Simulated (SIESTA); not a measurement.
Bi under changes of volume

One of the cells (33.614 Å³/atom); the others are scaled copies at fixed shape and fractional positions:

```
Bi
1.0
     3.23838    0.00000    0.00000
     0.00000    3.22164    0.00000
    -0.08045    0.00000    6.44389
Bi
2
Cartesian
  1.7022 0.0000 4.8302
  1.4558 0.0000 1.6137
```

This isn't the form of Bi at room conditions, which is rhombohedral.

| Quantity | Value |
| --- | --- |
| Program | SIESTA 5.4.2 |
| Functional | PBEsol |
| Potentials or basis | PseudoDojo 0.4 standard (PBEsol files) |
| Basis | DZP (energy shift 0.003 Ry; two zetas on semicore shells) |
| Grid cutoff | 500 Ry |
| Energy shift | 0.003 Ry |
| k mesh | 8 × 8 × 4 |
| Occupations | fermi-dirac, width 0.05 eV |
| Spin | no spin polarisation |

```csv
volume (Å³/atom),energy over the lowest point (meV/atom),pressure (GPa),largest force (eV/Å)
31.597,?,?,?
32.270,8.70,2.2,0.035
32.942,1.93,1.0,0.031
33.614,0.00,-0.1,0.026
34.286,2.38,-1.0,0.021
34.959,8.68,-1.9,0.020
35.631,18.31,-2.7,0.015
```

What does the run at 31.597 Å³/atom give?

Energy over the lowest point 21.00 meV/atom; pressure 3.7 GPa; largest force 0.041 eV/Å.

Worked out: A Birch-Murnaghan fit of order 3 (a polynomial in V^(-2/3)) to the other rows has its minimum at 33.56 Å³/atom with B0 = V·E''(V) = 52 GPa and B' = 4.9 at fixed shape and positions, which overstates the stiffness. It gives 20.99 meV/atom at 31.597 Å³/atom, against the run's 21.00, and -dE/dV = 3.6 GPa, against 3.7.

Energies are extrapolated to zero smearing.

Caveats: the basis of atomic orbitals isn't converged, which shifts pressures, moduli and gaps.
